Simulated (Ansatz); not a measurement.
**GaN under strains and displacements**

Computed with DFT PBE, scalar-relativistic, plane waves, PAW (Ansatz).

Plane waves to 420 eV, a k mesh through Γ of 14×14×14 on the computed 2-atom cell and Gaussian smearing (0.05 eV); no spin polarisation.

Reference cell:

```xyz
2
Lattice="0.0000 2.1352 2.1352 2.1352 0.0000 2.1352 2.1352 2.1352 0.0000" Properties=species:S:1:pos:R:3 pbc="T T T"
Ga    0.0000    0.0000    0.0000
N     2.1352    2.1352    2.1352
```

Each variant moves atoms of this cell by the vectors given, if any (Å), and then applies a symmetric strain (tensor components, Cartesian axes). The reference cell isn't relaxed at this level. Energies are per atom at zero smearing, counted from the lowest variant. Pressure is positive in compression.

1. strain (xx yy zz yz xz xy, %) -3.46 -3.46 -3.46 0.00 0.00 0.00
2. strain (xx yy zz yz xz xy, %) 1.97 1.97 1.97 2.00 -2.00 -2.00
3. strain (xx yy zz yz xz xy, %) 4.86 4.86 4.86 0.00 0.00 0.00
4. strain (xx yy zz yz xz xy, %) -0.03 -0.03 -0.03 0.00 0.00 0.00
5. no strain; moves: N2 (0.045, 0.000, 0.000)
6. strain (xx yy zz yz xz xy, %) 4.84 4.84 4.84 0.00 0.00 0.00

| variant | ΔE (meV/atom) | P (GPa) | largest force (eV/Å) | gap on mesh (eV) | space group |
| --- | --- | --- | --- | --- | --- |
| 1 | 75.2 | 27.68 | 0.00 | 1.09 | Fm-3m |
| 2 | 49.3 | -10.43 | 0.00 | 0 | R-3m |
| 3 | 115.1 | -21.23 | 0.00 | 0 | Fm-3m |
| 4 | 0.0 | -0.14 | 0.00 | 0.41 | Fm-3m |
| 5 | 1.0 | -0.12 | 0.09 | 0.41 | I4mm |
| 6 | 114.5 | -21.19 | 0.00 | 0 | Fm-3m |

This rock-salt form isn't the usual stable structure of the compound.